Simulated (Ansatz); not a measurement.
All numbers below come from DFT, PBE, plane waves (420 eV) with PAW, scalar-relativistic (Ansatz).

An element in the simple cubic structure gives this curve. The cell is scaled uniformly from the relaxed one, with fractional coordinates and shape fixed. Energies are extrapolated to zero smearing, pressures are those at the given smearing. Magnetic state: spin not included.

```json
{"V (Å³/atom)": "12.268", "E − E₀ (meV/atom)": "81.6", "P (GPa)": "17.93"}
{"V (Å³/atom)": "12.826", "E − E₀ (meV/atom)": "32.9", "P (GPa)": "10.44"}
{"V (Å³/atom)": "13.383", "E − E₀ (meV/atom)": "7.4", "P (GPa)": "4.57"}
{"V (Å³/atom)": "13.941", "E − E₀ (meV/atom)": "0.0", "P (GPa)": "-0.05"}
{"V (Å³/atom)": "14.499", "E − E₀ (meV/atom)": "6.9", "P (GPa)": "-3.68"}
{"V (Å³/atom)": "15.056", "E − E₀ (meV/atom)": "25.0", "P (GPa)": "-6.52"}
{"V (Å³/atom)": "15.614", "E − E₀ (meV/atom)": "51.9", "P (GPa)": "-8.74"}
```

Which element is it?
A. cobalt
B. chromium
C. copper
D. phosphorus

C. Its fit is V₀ = 13.93 Å³/atom, B₀ = 102 GPa, B₀′ = 5.0.
